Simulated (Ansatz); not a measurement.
# P: squeezing one contact

The task here is to estimate one member of a computed series from the others.

Program: Ansatz 0.2.0. Level of theory: DFT, PBE, PAW with Ansatz's default frozen-core files, scalar-relativistic. These are calculated values, not measurements.

2 further runs of the same task are left out: 2 that didn't finish.

**The structure to begin with**

It takes space group Fd-3m (No. 227, cubic). The conventional cell has a = 5.313 Å, b = 5.313 Å, c = 5.313 Å, α = 90.00°, β = 90.00°, γ = 90.00°. P (site symmetry -43m) has 4 P at 2.30 Å as nearest neighbours.

Structure file:

```cif
data_structure
_symmetry_space_group_name_H-M 'Fd-3m:1'
_symmetry_Int_Tables_number 227
_cell_length_a 5.3133
_cell_length_b 5.3133
_cell_length_c 5.3133
_cell_angle_alpha 90.000
_cell_angle_beta 90.000
_cell_angle_gamma 90.000
_cell_volume 150.00
loop_
_atom_site_label
_atom_site_type_symbol
_atom_site_symmetry_multiplicity
_atom_site_Wyckoff_symbol
_atom_site_fract_x
_atom_site_fract_y
_atom_site_fract_z
_atom_site_occupancy
P1 P 8 b 0.00000 0.50000 0.00000 1
```

The file gives the conventional cell by its symmetry; the runs use the cell typed in the input.

Atoms are numbered in the order of the input: P1, P2.

Set-up of the first run:

input.yaml

```yaml
crystal:
  lattice:
    - [0.0, 2.656646423, 2.656646423]
    - [2.656646423, 0.0, 2.656646423]
    - [2.656646423, 2.656646423, 0.0]
  atoms:
    - { symbol: P, position: [-0.125, -0.125, -0.125] }
    - { symbol: P, position: [0.125, 0.125, 0.125] }
kpoints:
  mp_grid: { grid: [10, 10, 10] }
scf:
  occupations: { method: fermi_dirac, width: 0.05 }
hamiltonian:
  xc: pbe
  pseudopotentials: { kind: paw }
output:
  forces: true
  stress: true
  eigenvalues: true
  efg: { contact_densities: true }
  populations: true
  write_density: true
  write_potential: true
  elf: true
  volumetric_format: npy
```

Command:

```console
$ ansatz run input.yaml --threads 1 --pin off --max-ram 2048MiB --backend cpu --events-out ev --progress --plain --runs-dir out
```

Among the steps run: Shortest bond scaled by 1, PAW; Shortest bond scaled by 1.1, PAW; Shortest bond scaled by 0.88, PAW; Shortest bond scaled by 0.64, PAW; Shortest bond scaled by 0.58, PAW; Shortest bond scaled by 0.58, PAW (partial_waves polarizable).

One of the session's tables, all rows but one given; the rest of the session is left out.

```
                         method  length (Å)  F from the given length (eV/cell)  force along the bond (eV/Å)  pressure (GPa)  largest force (eV/Å)
                            PAW       1.334                             15.948                       77.936          154.57                77.936
                            PAW       1.472                              7.804                       42.864           95.65                42.864
                            PAW       2.025                                  ?                            ?               ?                     ?
                            PAW       2.301                              0.000                        0.000            4.62                 0.000
                            PAW       2.531                              0.070                       -0.629            5.63                 0.629
PAW (partial_waves polarizable)       1.334                                  –                       77.940          154.58                77.940
```

Estimate the missing values for PAW, 2.025.

The run gave: F from the given length (eV/cell): 0.151; force along the bond (eV/Å): 1.114; pressure (GPa): 7.40; largest force (eV/Å): 1.114.
